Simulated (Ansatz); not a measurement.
# CoO (R-3m) in Ansatz: single point with PBE

Aim: the single point of CoO with PBE.

Program: Ansatz 0.2.0. These are calculated values, not measurements. Logs are shortened: lines on timing, memory, paths and dates and some standing lists are left out, and cuts for length are marked.

### Step 1. The structure

Symmetry: R-3m, No. 166, trigonal system. The conventional cell has a = 3.011 Å, b = 3.011 Å, c = 7.320 Å, α = 90.00°, β = 90.00°, γ = 120.00°. Co (site symmetry -3m) has 6 O at 2.12 Å as nearest neighbours. Around O (site symmetry -3m) lie 6 Co at 2.12 Å.

The cell is a database's computed one.

### Step 2. Single point, PBE, collinear spin, ferromagnetic start

Contents of input.yaml:

```yaml
crystal:
  lattice:
    - [1.5054695445, 0.8691832468, 2.4399269062]
    - [-1.5054695445, 0.8691832468, 2.4399269062]
    - [0.0, -1.7383664936, 2.4399269062]
  atoms:
    - { symbol: Co, position: [0.0, 0.0, 0.0], spin: 3.5 }
    - { symbol: O, position: [0.5, 0.5, 0.5] }
hamiltonian:
  xc: pbe
  pseudopotentials: { kind: paw }
magnetization:
  spin_polarized: true
kpoints:
  mp_grid: { grid: [11, 11, 11] }
scf:
  occupations: { method: fermi_dirac, width: 0.05 }
output:
  forces: true
  stress: true
  eigenvalues: true
  write_density: true
  write_potential: true
  elf: true
  volumetric_format: npy
```

Potentials or basis: Ansatz PAW.

Started as:

```sh
$ ansatz run input.yaml --threads 2 --pin off --max-ram 5120MiB --backend cpu --events-out ev --progress --plain --runs-dir out
```

The log of the run:

```text
Warning: where an SCF of this run starts from atoms to list the orders of its open shells, Co (site 0, from 0) starts with 3.00 μB on its 3d shell, in the place of the 3.50 μB that the deck gives it: its open shells can hold no more by Hund's first rule. To start from spheres of the given moment, type scf.initial_density.shell_occupations: []
Warning: RAYON_NUM_THREADS=2 ignored (pool sized by the plan → 2); use --threads N
Engine: ansatz 0.2.0, aarch64-unknown-linux-gnu
Pseudopotentials: kind: paw
Pseudopotential: Co, paw, valence charge 17, recommended cutoff 420 eV (normal), Co.paw.azcp
Pseudopotential: O, paw, valence charge 6, recommended cutoff 420 eV (normal), O.paw.azcp
Functional definition: PBE
  parameter kappa = 0.804
  parameter beta = 0.06672455060314922
  exchange = pbe_x(kappa = kappa, mu = beta*pi^2/3)
  correlation = pbe_c(beta = beta)
Crystal: 2 atoms, lattice volume = 19.156 Å³
Basis set: ecut = 420 eV, 339 PW (Γ), exchange–correlation on 48×48×48 points (8 copies of the dense FFT grid, shifted against one another)
Bands: 18, of which v1, the nominal top of the filled ones, is band 12 counted from 1 (11 counted from 0)
Symmetry: 12 space group operations
Space group: R-3m (ITA 166), of the structure as read, at distance tolerance 2.7e-5 Å
Magnetic group: BNS 166.97 (UNI 1327), of the structure as read, at distance tolerance 2.7e-5 Å
k-points: 146 of 1331
Non-local potential: Co, projectors of the file, l = 0: 3, l = 1: 2, l = 2: 3, l = 3: 1
Non-local potential: O, projectors of the file, l = 0: 2, l = 1: 2, l = 2: 1
PAW form: soft (Blöchl's): semilocal exchange-correlation on the pseudo side does not see the compensation charge
PAW one-centre angular grid: Co, 590 points (default); XC on 64 Gauss nodes
PAW one-centre angular grid: O, 110 points (default); XC on 64 Gauss nodes
Initial density: superposition of atomic densities (chi_scale 0.1, normalization cell, long waves kept (reshape's long-wave potential 0.00 eV rms))
Starting moments: Σ|m| = 3.5 μB on 1 of 2 sites
Initial wavefunctions: pseudopotential atomic-orbital guess
Functional: x = pbe(κ = 0.804, μ = 0.2195149727645171), c = pbe(β = 0.06672455060314922)
SCF iter   1: F=—  HF=-5691.365446 eV  |F-HF|=—  |Δ(HF+E_count)|=         —  Δρ=1.70e-1 (↑4.43e-2 ↓1.70e-1)  dr2=5.63e0  dr2_m=9.48e-1  M=2.235 μB ∫|m|=2.235 μB  β_m=0.30  ethr=3.10e-3  ⟨swp⟩=5.7  Hψ=22560  notcnv=0
Mixer restart at iter 1: flushing history
preconditioner: auto → none  [metal: Δε(μ)=0.001 eV  Ē_g=14.993 eV  σ=0.050 eV  W_gap=0.00  n_scr=8 (ndim 8)  ℏωp=32.9 eV  f_vac=0.000  D(μ)=4.86/eV (n_scr^D=112)  sad-step TF]
SCF iter   2: F=—  HF=-5691.832409 eV  |F-HF|=—  |Δ(HF+E_count)|=   4.67e-1  Δρ=4.56e-2 (↑3.27e-2 ↓4.56e-2)  dr2=4.98e-1  dr2_m=1.12e-1  M=2.801 μB ∫|m|=2.801 μB  β_m=0.33  ethr=3.10e-3  ⟨swp⟩=2.6  Hψ=12769  notcnv=0  defer=291
SCF iter   3: F=—  HF=-5692.018104 eV  |F-HF|=—  |Δ(HF+E_count)|=   1.86e-1  Δρ=3.16e-2 (↑2.22e-2 ↓3.16e-2)  dr2=7.09e-2  dr2_m=7.87e-2  M=2.896 μB ∫|m|=2.898 μB  β_m=0.60  ethr=2.17e-3  ⟨swp⟩=2.0  Hψ=9004  notcnv=0  defer=292
SCF iter   4: F=—  HF=-5692.086768 eV  |F-HF|=—  |Δ(HF+E_count)|=         —  Δρ=1.09e-2 (↑6.49e-3 ↓1.09e-2)  dr2=1.74e-2  dr2_m=8.90e-3  M=2.857 μB ∫|m|=2.866 μB  β_m=0.60  ethr=3.08e-4  ⟨swp⟩=2.5  Hψ=9043  notcnv=0  defer=292
Mixer restart at iter 4: flushing history
SCF iter   5: F=—  HF=-5692.111049 eV  |F-HF|=—  |Δ(HF+E_count)|=   2.43e-2  Δρ=1.51e-2 (↑8.47e-3 ↓1.51e-2)  dr2=4.30e-2  dr2_m=9.46e-3  M=2.924 μB ∫|m|=2.936 μB  β_m=0.49  ethr=7.57e-5  ⟨swp⟩=2.1  Hψ=12431  notcnv=0  defer=311
SCF iter   6: F=—  HF=-5692.109798 eV  |F-HF|=—  |Δ(HF+E_count)|=   1.25e-3  Δρ=4.06e-3 (↑3.92e-3 ↓4.06e-3)  dr2=8.77e-4  dr2_m=2.35e-3  M=2.894 μB ∫|m|=2.906 μB  β_m=0.49  ethr=7.57e-5  ⟨swp⟩=2.8  Hψ=9831  notcnv=0  defer=311
SCF iter   7: F=—  HF=-5692.116162 eV  |F-HF|=—  |Δ(HF+E_count)|=   6.36e-3  Δρ=2.32e-3 (↑1.21e-3 ↓2.32e-3)  dr2=2.55e-4  dr2_m=4.45e-4  M=2.900 μB ∫|m|=2.914 μB  β_m=0.67  ethr=3.81e-6  ⟨swp⟩=2.2  Hψ=10730  notcnv=0  defer=313
SCF iter   8: F=—  HF=-5692.116983 eV  |F-HF|=—  |Δ(HF+E_count)|=   8.21e-4  Δρ=7.72e-4 (↑7.72e-4 ↓5.53e-4)  dr2=5.94e-5  dr2_m=6.28e-5  M=2.905 μB ∫|m|=2.920 μB  β_m=0.65  ethr=1.11e-6  ⟨swp⟩=2.0  Hψ=8180  notcnv=0  defer=313
SCF iter   9: F=—  HF=-5692.117000 eV  |F-HF|=—  |Δ(HF+E_count)|=   1.73e-5  Δρ=1.31e-4 (↑8.26e-5 ↓1.31e-4)  dr2=1.66e-6  dr2_m=1.22e-6  M=2.905 μB ∫|m|=2.919 μB  β_m=0.83  ethr=2.58e-7  ⟨swp⟩=2.0  Hψ=7332  notcnv=0  defer=313
SCF iter  10: F=—  HF=-5692.117001 eV  |F-HF|=—  |Δ(HF+E_count)|=   1.56e-6  Δρ=5.40e-5 (↑7.14e-6 ↓5.40e-5)  dr2=9.67e-8  dr2_m=1.41e-7  M=2.905 μB ∫|m|=2.920 μB  β_m=0.91  ethr=7.20e-9  ⟨swp⟩=2.5  Hψ=8094  notcnv=0  defer=313
SCF iter  11: F=—  HF=-5692.117002 eV  |F-HF|=—  |Δ(HF+E_count)|=   5.83e-7  Δρ=4.09e-5 (↑3.52e-6 ↓4.09e-5)  dr2=4.91e-8  dr2_m=7.73e-8  M=2.905 μB ∫|m|=2.920 μB  β_m=0.96  ethr=4.20e-10  ⟨swp⟩=2.0  Hψ=8672  notcnv=0  defer=313
SCF iter  12: F=—  HF=-5692.117002 eV  |F-HF|=—  |Δ(HF+E_count)|=   4.45e-7  Δρ=1.53e-5 (↑5.16e-6 ↓1.53e-5)  dr2=2.60e-8  dr2_m=8.69e-9  M=2.905 μB ∫|m|=2.920 μB  β_m=0.95  ethr=2.14e-10  ⟨swp⟩=2.2  Hψ=9017  notcnv=0  defer=313
SCF iter  13: F=-5692.117002 eV  HF=-5692.117002 eV  |F-HF|=1.17e-9  |Δ(HF+E_count)|=   1.54e-8  Δρ=3.75e-6 (↑1.34e-6 ↓3.75e-6)  dr2=1.41e-9  dr2_m=4.65e-10  M=2.905 μB ∫|m|=2.920 μB  ethr=1.13e-10  ⟨swp⟩=10.1  Hψ=32576  notcnv=0
SCF 1 converged in 13 iterations: F = -5692.117002 eV  dr2 = 1.41e-9
SCF converged after 13 iterations
Magnetization: 2.9049 μB (12.9525 up, 10.0475 down)
Absolute magnetization: 2.9198 μB (∫|ρ↑−ρ↓|, with the PAW one-centre terms)
Spin contamination: 0.0083 ħ² per cell (⟨S²⟩ above its minimum at these occupations)
Per-site moments (μB) at R_I (Å): [(2.4740619334933376, 0.876038603632342), (0.3132331424385696, 0.876038603632342)]
Free energy (F): -5692.117002 eV
Harris-Foulkes:  -5692.117002 eV  (|F-HF|=1.17e-9)
Internal energy: -5692.083396 eV  (E = F + TS)
E sigma→0 (E₀):  -5692.100199 eV
Entropy (-TS):   -0.033607 eV (-16.803 meV/atom)
Fermi energy:    14.068099 eV
--- Per-component energies (eV) ---
  E_band       = -301.726456
  E_kinetic    = 617.818754
  E_local      = -3420.672769  (includes V_loc(G=0)·N_el)
  E_nonlocal   = 514.279607
  E_hartree    = 1404.890028
  E_xc         = -228.717486
  E_vxc        = -293.944287  (∫ρ·V_xc dr)
  E_paw        = -1676.999753  (= ΣΔE_a)
  E_vpaw       = -528.988132  (= ΣTr[D̂ρ^β])
  E_aug_tail   = 0.002499  (compensation charges beyond the density's cutoff)
  E_ewald      = -2902.684276
  E_smearing   = -0.033607  (= −TS)
  E_closure    = -0.000000  (closes the sum)
  Σ components = -5692.117002   (vs F -5692.117002, Δ=0.00e0)
--- Forces (eV/Å), atoms counted from 1 ---
  atom   1  Co    -0.00000000    -0.00000000     0.00000000
  atom   2  O      0.00000000     0.00000000     0.00000000
  max |Σ_I F_I| component: 4.21e-30 eV/Å
--- Stress (GPa, compression-positive) ---
        0.105188       0.000000      -0.000000
        0.000000       0.105188      -0.000000
       -0.000000      -0.000000      -0.339882
  P = ⅓ Tr σ = -0.0432 GPa (-0.432 kbar)
--- Band table (eV; the first three rows and the last of 292) ---
  k-point 0 ↑: bands = ["-82.8040", "-46.0742", "-46.0742", "-46.0570", "-6.2718", "10.7809", "10.7809", "10.8369", "10.8369", "10.8852", "10.9554", "10.9554", "11.0064", "15.0173", "30.8158", "32.0689", "32.0689", "32.2810"]
  k-point 1 ↑: bands = ["-82.8038", "-46.0770", "-46.0746", "-46.0578", "-6.1849", "9.9698", "9.9721", "10.0075", "10.9971", "11.0273", "11.2986", "11.6937", "11.7175", "15.5979", "29.1782", "31.7705", "31.9414", "32.8402"]
  k-point 2 ↑: bands = ["-82.8030", "-46.0848", "-46.0757", "-46.0594", "-5.9425", "8.6901", "9.2256", "9.2646", "11.1500", "11.1828", "11.5183", "12.5363", "12.5494", "16.7978", "26.9982", "30.6717", "30.8021", "33.2628"]
  k-point 145 ↓: bands = ["-79.7550", "-43.1307", "-43.0996", "-43.0976", "-4.4447", "6.5008", "9.1967", "9.3143", "13.9180", "13.9440", "14.2175", "16.4439", "16.7611", "19.8841", "24.1870", "27.1992", "28.0836", "36.0115"]
```

It took 6.2 s on 2 threads of Arm Neoverse V2, shared host; peak memory 0.36 GiB.

What came out:

```yaml
Free_energy: -5692.1170 eV
Pressure: 0.0 GPa
Band_gap_on_the_k_mesh: none (metal or under the smearing width)
Net_moment: 2.90 μB per cell
Absolute_moment: 2.92 μB per cell
Site_moments: Co +2.47; O +0.31 μB
```

Stress tensor (GPa, compression positive):
```
 0.11  0.00  0.00
 0.00  0.11  0.00
 0.00  0.00 -0.34
```

Caveat: the pressure holds a Pulay correction of +0.7 GPa for the finite cutoff; a cell with one magnetic atom can't hold antiferromagnetic order, which such compounds often take; semilocal functionals often make such compounds metallic where correlation or magnetic order opens a gap, which also shifts bond lengths. With open d or f shells a metallic result of PBE can be an artefact of self-interaction; +U or a hybrid may open a gap.
